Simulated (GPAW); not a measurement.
Crystal: BaH2.

```xyz
6
Lattice="4.4620 0.0000 0.0000 -2.2310 3.8642 0.0000 0.0000 0.0000 6.0553" Properties=species:S:1:pos:R:3 pbc="T T T"
Ba    0.0000    2.5762    1.5138
Ba    2.2310    1.2881    4.5415
H     0.0000    0.0000    0.0000
H     0.0000    0.0000    3.0276
H     2.2310    1.2881    1.5138
H     0.0000    2.5762    4.5415
```

The cell comes from a database or a generator and needn't be the stable form of this composition.

Base run:

```yaml
Program: GPAW 26.7.0
Functional: PBEsol
Potentials_or_basis: PAW data sets generated in the run's folder for this functional
Cutoff: 600 eV
Basis: pw
k_mesh: 7 × 7 × 5
Occupations: fermi-dirac, width 0.05 eV
Spin: no spin polarisation
```

Its results: band gap on the k mesh 1.69 eV, indirect (least direct gap 2.54 eV); pressure -2.0 GPa.

**Question.** The run is repeated on the same cell with these changes: k mesh from 7 × 7 × 5 to 6 × 6 × 4. What comes out?

**Answer.** Band gap on the k mesh 1.46 eV, indirect (least direct gap 2.52 eV); pressure -2.0 GPa.

Caveats: spin-orbit coupling is left out, which moves the levels of the heavy elements; an odd mesh through Γ misses points on the zone boundary, where band edges often lie (some runs).

Not every run made on this cell is shown here.
